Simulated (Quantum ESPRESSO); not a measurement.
Rh in Quantum ESPRESSO: the effect of functional

Rh:

```
CELL_PARAMETERS angstrom
0.00000 1.89785 1.89785
1.89785 0.00000 1.89785
1.89785 1.89785 0.00000
ATOMIC_POSITIONS crystal
Rh 0.00000 0.00000 0.00000
```

Alike in all runs:

| Quantity | Value |
| --- | --- |
| Program | Quantum ESPRESSO 7.5 |
| Task | phonons |
| Cutoff | 612 eV |
| Density cutoff | 4898 eV |
| k mesh | 10 × 10 × 10 |
| Occupations | cold, width 0.2 eV |
| Spin | no spin polarisation |

Each run relaxes the cell or the atoms first.

```tsv
functional	potentials or basis	relaxed volume (Å³/atom)	highest phonon frequency (cm⁻¹)
LDA	GBRV 1.5 LDA	13.27	291
PBE	GBRV 1.5 PBE	?	?
PBEsol	GBRV 1.5 PBEsol	13.53	285
RPBE	GBRV 1.5 PBE	14.31	265
PW91	GBRV 1.5 PBE	14.09	268
BLYP	GBRV 1.5 PBE	14.81	246
vdW-DF-cx	GBRV 1.5 PBE	13.61	283
```

Problem. What does the run with functional PBE give?

Solution. Relaxed volume 14.07 Å³/atom; highest phonon frequency 271 cm⁻¹.

Caveats: the mesh is thin for the phonons of a metal; the q point doesn't lie on the k mesh, which can shift a metal's frequencies strongly unless the mesh is converged; the potentials were made for another functional, which shifts forces and pressure (some runs).
